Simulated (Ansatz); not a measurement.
Something may be wrong with this Ansatz 0.2.0 calculation of N.

The input input.yaml:

```yaml
crystal:
  lattice:
    - [2.5194737886, 0.0, 0.0]
    - [-1.2597368943, 2.1819283051, 0.0]
    - [0.0, 0.0, 2.446002]
  atoms:
    - { symbol: "N", position: [0.3333333333, 0.6666666667, 0.75] }
    - { symbol: "N", position: [0.6666666667, 0.3333333333, 0.25] }
hamiltonian:
  xc: pbe
  pseudopotentials: { kind: paw }
kpoints:
  mp_grid: { grid: [12, 12, 11], kspacing: 0.3 }
scf:
  occupations: { method: fermi_dirac, width: 0.05 }
  max_iter: 100
output:
  forces: true
  stress: true
  eigenvalues: true
relax:
  f_tol: 0.01
  max_steps: 40
  cell: { stress_tol: 0.05 }
```

Potentials or basis: Ansatz PAW.

The run is started by

```sh
$ ansatz run input.yaml --threads 2 --pin off --max-ram 5632MiB --backend cpu --events-out ev --progress --plain --runs-dir out
```

Output:

```text
Error: invalid value for `kpoints.mp_grid.kspacing`: mutually exclusive with `grid` — set one or the other
```

Question: What happened, and what is wrong with the input?

Answer: The program refused the input. The input holds a flaw that was put in on purpose: a mesh with a zero or a mesh and a spacing (kpoints.mp_grid.kspacing = 0.3).
